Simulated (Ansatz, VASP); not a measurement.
Two plane-wave programs on SiC

Contents of INCAR:

```
SYSTEM = SiC
  ALGO = Normal
  EDIFF = 1E-6
  ENCUT = 520
  GGA = PE
  ISIF = 2
  ISMEAR = -1
  LASPH = .TRUE.
  LCHARG = .TRUE.
  LELF = .TRUE.
  LREAL = .FALSE.
  LVHAR = .TRUE.
  LWAVE = .FALSE.
  NBANDS = 11
  NELM = 60
  PREC = Accurate
  SIGMA = 0.02
```

File KPOINTS:

```
k-points
0
G
  10 10 10
  0 0 0
```

Contents of POSCAR:

```
SiC
1.0
    0.0000000000      2.1780523450      2.1344912981
    2.1780523450      0.0000000000      2.1344912981
    2.1780523450      2.1780523450      0.0000000000
Si C
1 1
Direct
    0.0000000000      0.0000000000      0.0000000000
    0.2500000000      0.2500000000      0.2500000000
```

Input for Ansatz:

```yaml
crystal:
  lattice:
    - [0.0, 2.178052345, 2.1344912981]
    - [2.178052345, 0.0, 2.1344912981]
    - [2.178052345, 2.178052345, 0.0]
  atoms:
    - { symbol: Si, position: [0.0, 0.0, 0.0] }
    - { symbol: C, position: [0.25, 0.25, 0.25] }
kpoints:
  mp_grid: { grid: [10, 10, 10] }
  band_path:
    path:
      - [0.0, 0.0, 0.0]
      - [-0.5, -0.5, 0.0]
      - [-0.375, -0.375, 0.25]
      - [-0.375, 0.0, 0.375]
      - [0.0, 0.0, 0.5]
      - [-0.5, -0.25, 0.25]
    npoints: 1
hamiltonian:
  xc: pbe
scf:
  occupations: { method: fermi_dirac, width: 0.02 }
  n_extra_bands: 4
output:
  forces: true
  stress: true
  eigenvalues: true
```

Change from the starting cell: uniaxial_z strain -2.0%.

Alike in both runs: task single point; functional PBE; k mesh 10 × 10 × 10; occupations fermi-dirac, width 0.02 eV; no spin polarisation.

```csv
,VASP,Ansatz
version,VASP 6.6.1,Ansatz 0.2.0
potentials or method,"VASP PAW PBE potentials, release 64 (Si, C)","plane waves, PAW"
plane-wave cutoff (eV),520,420
valence electrons in the cell,8,8
```

VASP gave:

```
gap on the k mesh at the Fermi level (eV)       : 1.13
pressure (GPa)                                  : 8.2
largest component of the traceless stress (GPa) : 3.32
```

Q: What did Ansatz give for the same quantities?

A: gap on the k mesh at the Fermi level (eV): 1.13; pressure (GPa): 8.3; largest component of the traceless stress (GPa): 3.31.

A k mesh can miss the band edges.
